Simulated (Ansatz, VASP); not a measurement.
## Two plane-wave programs on Bi

```
CELL_PARAMETERS angstrom
3.27467 0.00000 0.02038
0.00000 3.27466 0.00000
-0.04081 0.00000 6.55605
ATOMIC_POSITIONS crystal
Bi 0.50038 0.00000 0.24999
Bi 0.49962 0.00000 0.75001
```

This isn't the form of Bi at room conditions, which is rhombohedral.

Alike in both runs: functional PBE; k mesh 14 × 14 × 8; occupations gaussian, width 0.1 eV; no spin polarisation.

Ansatz relaxed the structure, and its values are those at the end. VASP's run is a single point on that final structure, the one shown.

|  | VASP | Ansatz |
| --- | --- | --- |
| version | VASP 6.6.1 | Ansatz 0.2.0 |
| potentials or method | VASP PAW PBE potentials, release 64 (Bi_d) | scalar-relativistic, plane waves, PAW |
| plane-wave cutoff (eV) | 520 | 420 |
| valence electrons in the cell | 30 | 30 |

```tsv
	VASP	Ansatz	Ansatz less VASP
gap on the k mesh at the Fermi level (eV)	none	none	-
pressure (GPa)	-0.1	0.0	+0.06
```

A gap of «none» marks a metal or a gap that the smearing closes. The functional is the same, so the differences come from potentials, cutoffs and numerics.

Caveats: spin-orbit coupling is left out, which moves the levels of the heavy elements.
